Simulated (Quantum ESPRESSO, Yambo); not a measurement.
# BeTe (F-43m): G0W0 with Yambo, start to end, part 3 of 3

Aim: the G0W0 gap of BeTe (F-43m) on PBE, step by step.

Quantum ESPRESSO 7.5 and Yambo 5.3.0; PBE and many-body steps on it, plane waves. Known limits of the many-body steps: not at the basis limit; no spin-orbit coupling; coarse k mesh.

So far. Step 3 (Bands along the symmetry lines): The gap is 2.027 eV, as in the run before at this level. Step 4 (Empty states on the mesh, 4×4×4 mesh, 180 bands): On this mesh the gap is 2.027 eV.

### 6. Screening and self-energy, 4×4×4 mesh, 180 bands, screening to 231.3 eV

G0W0 replaces the xc potential by the self-energy, built once from these orbitals. Only a window of levels is corrected, while the sums run over the empty bands that the input names.

This step: G0W0 on PBE, plane waves, norm-conserving pseudopotentials.

Input file gw1.in:

```
HF_and_locXC
gw0
dyson
ppa
em1d
rim_cut
RandQpts= 1000000
RandGvec= 1 RL
EXXRLvcs= 88 Ry
VXCRLvcs= 352 Ry
Chimod= "HARTREE"
% BndsRnXp
 1 | 180 |
%
NGsBlkXp= 17 Ry
% LongDrXp
 1 | 1 | 1 |
%
% GbndRnge
 1 | 180 |
%
DysSolver= "n"
ExtendOut
PPAPntXp= 27.21138 eV
% QPkrange
 1 | 1 | 13 | 16 |
 7 | 7 | 13 | 16 |
%
```

The run is started by

```
$ OMP_NUM_THREADS=1 mpirun -n 4 yambo -F gw1.in -J gw1 -C gw1 > gw1.log
```

The log of the run:

```text
 Yambo, version 5.3.0

 [02] CORE Variables Setup
 =========================

  [... cell, symmetries and grids as in the set-up ...]

  [02.05] Energies & Occupations
  ==============================

  [X] === General ===
  [X] Electronic Temperature                        :  0.000000  0.000000 [eV K]
  [X] Bosonic    Temperature                        :  0.000000  0.000000 [eV K]
  [X] Finite Temperature mode                       : no
  [X] El. density                                   :  0.61673E+24 [cm-3]
  [X] Fermi Level                                   :  8.438418 [eV]

  [X] === Gaps and Widths ===
  [X] Conduction Band Min                           :  2.026900 [eV]
  [X] Valence Band Max                              :  0.000000 [eV]
  [X] Filled Bands                                  :  14
  [X] Empty Bands                                   :   15  180
  [X] Direct Gap                                    :  3.644779 [eV]
  [X] Direct Gap localized at k                     :  1
  [X] Indirect Gap                                  :  2.026900 [eV]
  [X] Indirect Gap between kpts                     :   1   7
  [X] Last valence band width                       :  3.120670 [eV]
  [X] 1st conduction band width                     :  3.269928 [eV]

 [03] Transferred momenta grid and indexing
 ==========================================

 IBZ Q-points                                      :   8
 BZ  Q-points                                      :   64

 K/Q-points units:
 rlu = crystal or reduced units; cc = cartesian coordinates; iku = interal k-units

 Q [1]          [rlu]:  0.000000  0.000000  0.000000
 Q [2]          [rlu]:  0.54651E-16  0.26895E-16  0.25000
 Q [3]          [rlu]: -0.10930E-15 -0.53790E-16 -0.50000
 Q [4]          [rlu]:  0.45585E-17  0.25000      0.25000
 Q [5]          [rlu]:  0.71568E-16  0.25000      0.50000
 Q [6]          [rlu]:  0.40755E-16  0.25000     -0.25000
 Q [7]          [rlu]: -0.91171E-17 -0.50000     -0.50000
 Q [8]          [rlu]:  0.250000 -0.500000 -0.250000

 [04] Coloumb potential Random Integration (RIM)
 ===============================================

  [04.01] RIM initialization
  ==========================

  * Diagonal components only detected *

  8 x (sBL volume)        :  0.101203 [a.u.]
  sBZ random points       :  1000000
  Points outside the sBZ  :   7968281
  RL volume               :  0.809622 [a.u.]
  Integrated volume       :  0.812845 [a.u.]

  [04.02] RIM integrals
  =====================

  Gamma point sphere radius             :  0.084531 [a.u.]
  Points outside the sphere             :   800476
  [Int_sBZ(q=0) 1/q^2]*(Vol_sBZ)^(-1/3) =:  7.776341
                                 should be <:  7.795600

  Summary of Coulomb integrals for non-metallic bands |Q|[au] RIM/Bare

  Q [1] 0.100000E-4 0.997530 * Q [2] 0.254239 1.068480
  Q [4] 0.293569 1.066792 * Q [6] 0.415170 1.029814
  Q [5] 0.486830 1.022655 * Q [3] 0.508477 1.020683
  Q [7] 0.587139 1.017590 * Q [8] 0.656441 1.014612

 [05] Dipoles
 ============

  [05.01] Setup: observables and procedures
  =========================================

 [06] Dynamic Dielectric Matrix (PPA)
 ====================================

 [WR./gw1//ndb.pp]---------------------------------------------------------------
  Brillouin Zone Q/K grids (IBZ/BZ)                :    8   64    8   64
  RL vectors                                       :   5209 [WF]
  Coulomb cutoff potential                         : none
  Electronic Temperature                           :  0.000000 [K]
  Bosonic    Temperature                           :  0.000000 [K]
  PPA    diel. fun.  energies                      : Perdew, Burke & Ernzerhof(X)+Perdew, Burke & Ernzerhof(C)
  wavefunctions                                    : Perdew, Burke & Ernzerhof(X)+Perdew, Burke & Ernzerhof(C)
  Global Gauge                                     : length
  X matrix size                                    :   387
  X band range                                     :    1  180
  X e/h energy range                               : -1.000000 -1.000000 [eV]
  X Time ordering                                  : R
  X Hxc Kernel                                     : HARTREE
  X Drude frequency                                :  0.000000  0.000000
  X poles                                          :  100.0000 [o/o]
  RL vectors in the sum                            :   5209
  [r,Vnl] included                                 : yes
  Field direction                                  :  0.577350E-5  0.577350E-5  0.577350E-5
  BZ energy Double Grid                            : no
  BZ energy DbGd points                            : 0
  BZ Q point size factor                           : -1.000000
  X Optical Averaged directions                    : none

 [07] Local Exchange-Correlation + Non-Local Fock
 ================================================

 [VXC] Plane waves :   34327
 [EXS] Plane waves :   4285

 QP @ state[ 1 ] K range:  1  1
 QP @ state[ 1 ] b range:  13  16
 QP @ state[ 2 ] K range:   7   7
 QP @ state[ 2 ] b range:  13  16

 [xc] Functional : Perdew, Burke & Ernzerhof(X)+Perdew, Burke & Ernzerhof(C)
 [xc] LIBXC used to calculate xc functional
  PP Number of Atomic Species                      :  2
  NLCC RL compoments                               :   34327
  PP Number of Atomic Species                      :  2
  NLCC RL compoments                               :   34327

 [xc] E_xc :  -22.86069 [Ha]
      E_xc :  -45.72138 [Ry]

  Local XC kind (lXC) : Perdew, Burke & Ernzerhof(X)+Perdew, Burke & Ernzerhof(C)
  Non-Local XC kind (nlXC) : Hartree-Fock

  Corrections @ K [1] :  [eV]
 <13|nlXC|13> = -15.11881  0.17653E-16 <13|lXC|13> = -13.37049  0.80203E-22
 <14|nlXC|14> = -15.11863  0.43565E-17 <14|lXC|14> = -13.37049  0.14161E-15
 <15|nlXC|15> = -5.917710 -0.29029E-17 <15|lXC|15> = -10.43562  0.47206E-16
 <16|nlXC|16> = -5.917894  0.49395E-18 <16|lXC|16> = -10.43562  0.18882E-15

  Corrections @ K [7] :  [eV]
 <13|nlXC|13> = -14.62231  0.26650E-16 <13|lXC|13> = -11.87648  0.76707E-16
 <14|nlXC|14> = -14.62238 -0.92284E-17 <14|lXC|14> = -11.87648 -0.47203E-16
 <15|nlXC|15> = -5.120957  0.29921E-18 <15|lXC|15> = -8.959032 -0.11793E-16
 <16|nlXC|16> = -5.810336 -0.53086E-18 <16|lXC|16> = -9.791950  0.94287E-16

 [08] Dyson equation: Newton solver
 ==================================

  [08.01] G0W0 (W PPA)
  ====================

  [  GW  ] Bands range     :    1  180
  [GW/PPA] G damping       :  0.100000 [eV]

  QP @ state[ 1 ] K range:  1  1
  QP @ state[ 1 ] b range:  13  16
  QP @ state[ 2 ] K range:   7   7
  QP @ state[ 2 ] b range:  13  16

   Sc/G bands                                       :    1  180
   Sc/G damping                                     :  0.100000 ev
   Sc bands terminator                              : no
   Sx RL components                                 :   4285

   QP @ state[ 1 ] K range                          :  1  1
   QP @ state[ 1 ] b range                          :  13  16
   QP @ state[ 2 ] K range                          :   7   7
   QP @ state[ 2 ] b range                          :  13  16
   GF energies kind                                 : Perdew, Burke & Ernzerhof(X)+Perdew, Burke & Ernzerhof(C)
   GF WF`s kind                                     : Perdew, Burke & Ernzerhof(X)+Perdew, Burke & Ernzerhof(C)
   Xs energies kind                                 : Perdew, Burke & Ernzerhof(X)+Perdew, Burke & Ernzerhof(C)
   Xs WF`s kind                                     : Perdew, Burke & Ernzerhof(X)+Perdew, Burke & Ernzerhof(C)

 [11] Game Over & Game summary
```

It took 3.6 min on 4 MPI ranks of Arm Neoverse V2, shared host; peak memory 1.8 GiB.

Numbers from this step:

| Quantity | Value |
| --- | --- |
| G0W0 gap on the points computed | 2.868 eV |
| starting gap on the mesh | 2.027 eV |
| k of the valence top | 0, 0, 0 |
| k of the conduction bottom | 0, -0.5, -0.5 |
| least direct G0W0 gap on the computed points | 4.727 eV |
| Z at the valence top | 0.8047 |
| Z at the conduction bottom | 0.8172 |

The gap on the mesh goes from 2.03 eV to 2.87 eV, a correction of +0.84 eV.

Limits: finite bands, cutoff and mesh; no spin-orbit coupling; coarse k mesh. v1 is the top filled band, c1 the lowest empty one. The levels before and after the correction (eV, zero at the valence-band top of each column):

|  | conduction bottom | valence top |
| --- | --- | --- |
| Kohn-Sham | 2.03 | 0.00 |
| G0W0 | 2.87 | 0.00 |

|  | level | energy (eV) |
| --- | --- | --- |
| Kohn-Sham | Γ v2-v1 | 0.000 |
| Kohn-Sham | Γ c1-c2 | 3.645 |
| Kohn-Sham | (0 -0.5 -0.5) v2-v1 | -2.578 |
| Kohn-Sham | (0 -0.5 -0.5) c1 | 2.027 |
| Kohn-Sham | (0 -0.5 -0.5) c2 | 2.711 |
| G0W0 | Γ v2-v1 | 0.000 |
| G0W0 | Γ c1-c2 | 4.727 |
| G0W0 | (0 -0.5 -0.5) v2-v1 | -2.738 |
| G0W0 | (0 -0.5 -0.5) c1 | 2.868 |
| G0W0 | (0 -0.5 -0.5) c2 | 3.637 |

### 7. Where the time went

Times are wall times on the hardware named with each run, good to a factor of about two.

| step | time | share | memory (GiB) |
| --- | --- | --- | --- |
| ground state | 5.5 s | 2 % | 0.27 |
| bands along the symmetry lines | 4.5 s | 2 % | 0.24 |
| empty states on the mesh | 14 s | 6 % | 0.46 |
| conversion and set-up | 2.2 s | 1 % | 0.25 |
| screening and self-energy | 3.6 min | 89 % | 1.8 |

### 8. Results

| Item | Value |
| --- | --- |
| PBE gap | 2.03 eV, indirect |
| G0W0 gap on the mesh | 2.87 eV |
| GW settings | 4×4×4 mesh, 180 bands, screening to 231.3 eV, Godby-Needs plasmon pole |
| known limits | not at the basis limit; no spin-orbit coupling; coarse k mesh |

In words: G0W0 moves the gap on the mesh from 2.03 eV to 2.87 eV (+0.84 eV), with Z of 0.80 and 0.82 at the edges. Only 2 of the mesh's irreducible points were corrected, so a valley elsewhere could overtake. The dearest step here is «screening and self-energy». Against experiment, by G0W0@PBE: the gap of 2.87 eV lies +0.07 eV from the measured 2.8 eV (indirect, quoted 1997); the gap of 2.87 eV lies +0.17 eV from the measured 2.7 eV (indirect, quoted 1997). The calculation has static nuclei and no excitons; a measured gap holds zero-point and thermal motion, which mostly lowers it. With atoms this heavy the missing spin-orbit coupling can matter too. Bands and cutoff are finite, so the gap is not at the basis limit. The miss can reach some tenths of an eV and take either sign; the mesh is an error of its own. In the G0W0 run levels were corrected at 2 k points alone, so a gap called «on the mesh» is the least over those, and an edge elsewhere would be missed. The 4×4×4 mesh is coarse for this cell, which bears on the long-range parts of exchange and screening.

[Paths, hosts, dates, memory and timing lines, banners, echoed tables and standing remarks are left out of the program output.]

[Logs are printed without paths, hosts, clocks, repeated set-up lines and the standing remarks that a program may print on its own settings, such as how far it seeks lower states.]

[Runs of the session that timed out or met a known fault of the program may be left out.]

[Hosts, paths, dates, database ids (printed as entryN), source tags and the programs' standing remarks are cut or masked in the printed files.]
